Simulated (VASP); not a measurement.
# BAs (F-43m) in VASP: a series of runs

The runs below take BAs through single point, with PBE, HSE06.

Program: VASP 6.6.1. These are calculated values, not measurements. Logs are shortened: lines on timing, memory, paths and dates and some standing lists are left out, and cuts for length are marked.

### 1 The crystal as given

Symmetry: F-43m, No. 216, cubic system. The conventional cell has a = 4.778 Å, b = 4.778 Å, c = 4.778 Å, α = 90.00°, β = 90.00°, γ = 90.00°. B (site symmetry -43m) has 4 As at 2.07 Å as nearest neighbours. As (site symmetry -43m) is surrounded by 4 B at 2.07 Å.

The cell was built by a generator and needn't be a form met in nature.

### 2 Single point, PBE, non-collinear spin, zero start, spin-orbit coupling

The input, INCAR:

```
SYSTEM = BAs
  ALGO = Normal
  EDIFF = 1E-7
  ENCUT = 520
  GGA = PE
  GGA_COMPAT = .False.
  ISIF = 2
  ISMEAR = 0
  KPAR = 4
  LASPH = .True.
  LCHARG = .False.
  LORBIT = 11
  LREAL = .False.
  LSORBIT = .True.
  LWAVE = .False.
  MAGMOM = 0 0 0 0 0 0
  NELM = 100
  PREC = Accurate
  SIGMA = 0.02
```

The input, KPOINTS:

```
k-points
0
Gamma
  5 5 5
  0 0 0
```

The input, POSCAR:

```
BAs
1.0
    0.0000000000      2.3889000000      2.3889000000
    2.3889000000      0.0000000000      2.3889000000
    2.3889000000      2.3889000000      0.0000000000
B As
1 1
Direct
    0.0000000000      0.0000000000      0.0000000000
    0.2500000000      0.2500000000      0.2500000000
```

Potentials or basis: VASP PAW PBE potentials, release 64 (B, As).

Started as:

```sh
$ cat potpaw_PBE.64/B/POTCAR potpaw_PBE.64/As/POTCAR > POTCAR
$ mpirun -np 4 vasp_ncl > vasp.out
```

OUTCAR:

```text
SYSTEM = BAs
   EDIFF = 1E-7
   ENCUT = 520
   GGA = PE
   ISIF = 2
   ISMEAR = 0
   LASPH = .True.
   LORBIT = 11
   LREAL = .False.
   LSORBIT = .True.
   NELM = 100
   PREC = Accurate

 ion  position               nearest neighbor table
   1  0.000  0.000  0.000-   2 2.07   2 2.07   2 2.07   2 2.07
   2  0.250  0.250  0.250-   1 2.07   1 2.07   1 2.07   1 2.07

  LATTYP: Found a face centered cubic cell.
 ALAT       =     4.7778000000

  Lattice vectors:

 A1 = (   0.0000000000,   2.3889000000,   2.3889000000)
 A2 = (   2.3889000000,   0.0000000000,   2.3889000000)
 A3 = (   2.3889000000,   2.3889000000,   0.0000000000)

Analysis of symmetry for initial positions (statically):
=====================================================================
 Subroutine PRICEL returns:
 Original cell was already a primitive cell.

 Routine SETGRP: Setting up the symmetry group for a
 face centered cubic supercell.

 Subroutine GETGRP returns: Found 24 space group operations
 (whereof 24 operations were pure point group operations)
 out of a pool of 48 trial point group operations.

The static configuration has the point symmetry T_d .

Analysis of symmetry for dynamics (positions and initial velocities):
=====================================================================
 Subroutine PRICEL returns:
 Original cell was already a primitive cell.

 Routine SETGRP: Setting up the symmetry group for a
 face centered cubic supercell.

 Subroutine GETGRP returns: Found 24 space group operations
 (whereof 24 operations were pure point group operations)
 out of a pool of 48 trial point group operations.

The dynamic configuration has the point symmetry T_d .

Analysis of structural, dynamic, and magnetic symmetry:
=====================================================================
 Subroutine PRICEL returns:
 Original cell was already a primitive cell.

 Routine SETGRP: Setting up the symmetry group for a
 face centered cubic supercell.

 Subroutine GETGRP returns: Found 24 space group operations
 (whereof 24 operations were pure point group operations)
 out of a pool of 48 trial point group operations.

The overall configuration has the point symmetry T_d .

 Subroutine INISYM returns: Found 24 space group operations
 (whereof 24 operations are pure point group operations),
 and found     1 'primitive' translations

----------------------------------------------------------------------------------------

                                     Primitive cell

  volume of cell :      27.2662

  direct lattice vectors                    reciprocal lattice vectors
     0.000000000  2.388900000  2.388900000    -0.209301352  0.209301352  0.209301352
     2.388900000  0.000000000  2.388900000     0.209301352 -0.209301352  0.209301352
     2.388900000  2.388900000  0.000000000     0.209301352  0.209301352 -0.209301352

  length of vectors
     3.378414779  3.378414779  3.378414779     0.362520576  0.362520576  0.362520576

  position of ions in fractional coordinates (direct lattice)
     0.000000000  0.000000000  0.000000000
     0.250000000  0.250000000  0.250000000

  ion indices of the primitive-cell ions
   primitive index   ion index
                 1           1
                 2           2

----------------------------------------------------------------------------------------

 KPOINTS: k-points

Automatic generation of k-mesh.
 Grid dimensions read from file:
 generate k-points for:    5    5    5

 Generating k-lattice:

[... 67 lines left out ...]
   IALGO  =     38    algorithm
   IMIX   =      4    mixing-type and parameters
     AMIX     =   0.40;   BMIX     =  1.00
     AMIX_MAG =   1.60;   BMIX_MAG =  1.00
  volume/ion in A,a.u.               =      13.63        92.00
  Fermi-wavevector in a.u.,A,eV,Ry     =   1.087836  2.055712 16.100967  1.183388
  Thomas-Fermi vector in A             =   2.224004
   LORBIT       =     11    0 simple, 1 ext, 2 COOP (PROOUT), +10 PAW based schemes
   GGA     = PE    functional components
   LHFCALC =     F    Hartree Fock is set to
   AEXX    =    0.0000 exact exchange contribution
   IVDW    =     0    specifies the selected vdW correction
   LEPSILON=     F    determine dielectric tensor
   LRPA    =     F    only Hartree local field effects (RPA)
 Gauss-broadening in eV      SIGMA  =   0.02
  energy-cutoff  :      520.00
  volume of cell :       27.27
 maximum number of plane-waves:      1490
 NGX is ok and might be reduce to    28
   NGX = 13   NGY = 13   NGZ = 13

 number of electron       8.0000000 magnetization       0.0000000      0.0000000      0.0000000

 number of electron       8.0000000 magnetization      -0.0000000     -0.0000000     -0.0000000

 number of electron       8.0000000 magnetization       0.0000000     -0.0000000      0.0000000

 number of electron       8.0000000 magnetization      -0.0000000      0.0000000     -0.0000000

 Free energy of the ion-electron system (eV)
  ---------------------------------------------------
  ext. energy  EPLUGINS =         0.00000000
  ---------------------------------------------------
  free energy    TOTEN  =       -11.36142994 eV

  energy without entropy =      -11.36142994  energy(sigma->0) =      -11.36142994

 E-fermi :   6.3349     XC(G=0): -10.5736

 val. band max:        6.2003188291   @ k =   0.0000   0.0000   0.0000
 cond. band min:       7.3065050247   @ k =   0.4000   0.4000   0.0000
 fundamental gap:      1.1061861956
 Fermi energy:         6.3349360191

 k-point     1 :       0.0000    0.0000    0.0000
  band No.  band energies     occupation
      1      -9.2645      1.00000
      2      -9.2645      1.00000
      3       5.9958      1.00000
      4       5.9958      1.00000
      5       6.2003      1.00000
      6       6.2003      1.00000
[... 243 lines left out ...]
      3      -1.5292      1.00000
      4      -1.4642      1.00000
      5       0.6083      1.00000
      6       0.7162      1.00000
[... 8 lines left out ...]
     15      15.7293      0.00000
     16      15.8668      0.00000

------------------------ aborting loop because EDIFF is reached ----------------------------------------

  FORCE on cell =-STRESS in cart. coord.  units (eV):
  Direction    XX          YY          ZZ          XY          YZ          ZX
  --------------------------------------------------------------------------------------
  -------------------------------------------------------------------------------------
  Total        0.5989312      0.5989312      0.5989312      0.0000000      0.0000000     -0.0000000
  in kB       35.1935951     35.1935951     35.1935951      0.0000000      0.0000000     -0.0000000
  external PRESSURE =      35.1935951 kB  Pullay stress =       0.0000000 kB

 VOLUME and BASIS-vectors are now :
 -----------------------------------------------------------------------------
  energy-cutoff  :      520.00
  volume of cell :       27.27
      direct lattice vectors                 reciprocal lattice vectors
     0.000000000  2.388900000  2.388900000    -0.209301352  0.209301352  0.209301352
     2.388900000  0.000000000  2.388900000     0.209301352 -0.209301352  0.209301352
     2.388900000  2.388900000  0.000000000     0.209301352  0.209301352 -0.209301352

 POSITION                                       TOTAL-FORCE (eV/Angst)
 -----------------------------------------------------------------------------------
      0.00000      0.00000      0.00000         0.000000      0.000000      0.000000
      1.19445      1.19445      1.19445        -0.000000     -0.000000     -0.000000
 -----------------------------------------------------------------------------------
    total drift:                               -0.000000     -0.000000     -0.000000

  FREE ENERGIE OF THE ION-ELECTRON SYSTEM (eV)
  ---------------------------------------------------
  free  energy   TOTEN  =       -11.3614299427 eV

  energy  without entropy=      -11.3614299427  energy(sigma->0) =      -11.36142994

 Spin-Orbit-Coupling matrix elements

 Ion:    1  E_soc:     -0.0000062
 l=   1
     0.0000000    -0.0000010    -0.0000010
    -0.0000010     0.0000000    -0.0000010
    -0.0000010    -0.0000010     0.0000000
 l=   2
     0.0000000     0.0000000     0.0000000     0.0000000     0.0000000
     0.0000000     0.0000000     0.0000000     0.0000000     0.0000000
     0.0000000     0.0000000     0.0000000     0.0000000     0.0000000
     0.0000000     0.0000000     0.0000000     0.0000000     0.0000000
     0.0000000     0.0000000     0.0000000     0.0000000     0.0000000
 l=   3
     0.0000000     0.0000000     0.0000000     0.0000000     0.0000000     0.0000000     0.0000000
     0.0000000     0.0000000     0.0000000     0.0000000     0.0000000     0.0000000     0.0000000
     0.0000000     0.0000000     0.0000000     0.0000000     0.0000000     0.0000000     0.0000000
     0.0000000     0.0000000     0.0000000     0.0000000     0.0000000     0.0000000     0.0000000
     0.0000000     0.0000000     0.0000000     0.0000000     0.0000000     0.0000000     0.0000000
     0.0000000     0.0000000     0.0000000     0.0000000     0.0000000     0.0000000     0.0000000
     0.0000000     0.0000000     0.0000000     0.0000000     0.0000000     0.0000000     0.0000000

 Ion:    2  E_soc:     -0.0214918
 l=   1
     0.0000000    -0.0035541    -0.0035541
    -0.0035541     0.0000000    -0.0035541
    -0.0035541    -0.0035541     0.0000000
 l=   2
     0.0000000    -0.0000145     0.0000000    -0.0000145    -0.0000133
    -0.0000145     0.0000000    -0.0000100    -0.0000145    -0.0000033
     0.0000000    -0.0000100     0.0000000    -0.0000100     0.0000000
    -0.0000145    -0.0000145    -0.0000100     0.0000000    -0.0000033
    -0.0000133    -0.0000033     0.0000000    -0.0000033     0.0000000
 l=   3
     0.0000000     0.0000000     0.0000000     0.0000000     0.0000000     0.0000000     0.0000000
     0.0000000     0.0000000     0.0000000     0.0000000     0.0000000     0.0000000     0.0000000
     0.0000000     0.0000000     0.0000000     0.0000000     0.0000000     0.0000000     0.0000000
     0.0000000     0.0000000     0.0000000     0.0000000     0.0000000     0.0000000     0.0000000
     0.0000000     0.0000000     0.0000000     0.0000000     0.0000000     0.0000000     0.0000000
     0.0000000     0.0000000     0.0000000     0.0000000     0.0000000     0.0000000     0.0000000
     0.0000000     0.0000000     0.0000000     0.0000000     0.0000000     0.0000000     0.0000000

 total charge

# of ion       s       p       d       tot
------------------------------------------
    1        0.653   1.188   0.000   1.841
    2        1.169   1.670   0.088   2.926
--------------------------------------------------
tot          1.822   2.858   0.088   4.768

 magnetization (x)

# of ion       s       p       d       tot
------------------------------------------
    1       -0.000   0.000   0.000  -0.000
    2       -0.000   0.000   0.000   0.000
--------------------------------------------------
tot         -0.000   0.000   0.000  -0.000

 magnetization (y)

# of ion       s       p       d       tot
------------------------------------------
    1        0.000   0.000   0.000   0.000
    2        0.000   0.000  -0.000  -0.000
--------------------------------------------------
tot          0.000   0.000  -0.000   0.000

 magnetization (z)

# of ion       s       p       d       tot
------------------------------------------
    1       -0.000   0.000   0.000  -0.000
    2        0.000   0.000   0.000   0.000
--------------------------------------------------
tot         -0.000   0.000   0.000   0.000
```

Run time: 12 s. Hardware: 4 MPI ranks of Intel Xeon Platinum 8488C (Sapphire Rapids), shared host; peak memory 0.23 GiB.

What came out:

| Item | Value |
| --- | --- |
| Free energy | -11.3614 eV |
| Pressure | 3.5 GPa |
| Net moment | 0.00 μB per cell |
| Valence electrons inside the program's atomic spheres | B 1.84; As 2.93 |

Moments on the atoms (μB; x, y, z):
```
B   0.00 0.00 0.00
As  0.00 0.00 0.00
```

Caveat: the k mesh is coarse (spacing up to 0.46 Å⁻¹), so the values aren't converged.

(Continued in part 2 of 2.)
